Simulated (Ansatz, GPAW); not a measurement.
TiC: programs and potentials compared

```xyz
2
Lattice="0.0000 2.1657 2.1657 2.1657 0.0000 2.1657 2.1657 2.1657 0.0000" Properties=species:S:1:pos:R:3 pbc="T T T"
Ti    0.0000    0.0000    0.0000
C     2.1657    2.1657    2.1657
```

The cell is a database's computed one, not the measured one.

Alike in all runs: task band structure; functional revPBE; k mesh 11 × 11 × 11; occupations fermi-dirac, width 0.05 eV; no spin polarisation; no spin-orbit coupling. Pressure is positive in compression and, in plane waves, holds the error of the finite cutoff, which Ansatz's Pulay term estimates and takes out.

| program and potentials | plane-wave cutoff (eV) | notes | pressure (GPa) |
| --- | --- | --- | --- |
| Ansatz, Ansatz PAW | 420 | potentials made for PBE, which Ansatz adapts in part; Pulay term of +0.26 GPa included | 3.64 |
| GPAW, the program's PAW data sets (release 1.2.1) made for this functional | 800 | - | 4.39 |
| Ansatz, all-electron LAPW, scalar-relativistic | - | - | 3.56 |

The pressure spans 3.56 (Ansatz, all-electron LAPW, scalar-relativistic) to 4.39 GPa (GPAW, the program's PAW data sets (release 1.2.1) made for this functional), with all-electron results at 3.56. Some sets were made for another functional than the one run, which can shift their rows.

The functional is the same throughout but for its coding, so the spread measures potentials, basis and numerics; runs on potential files found faulty are left out.
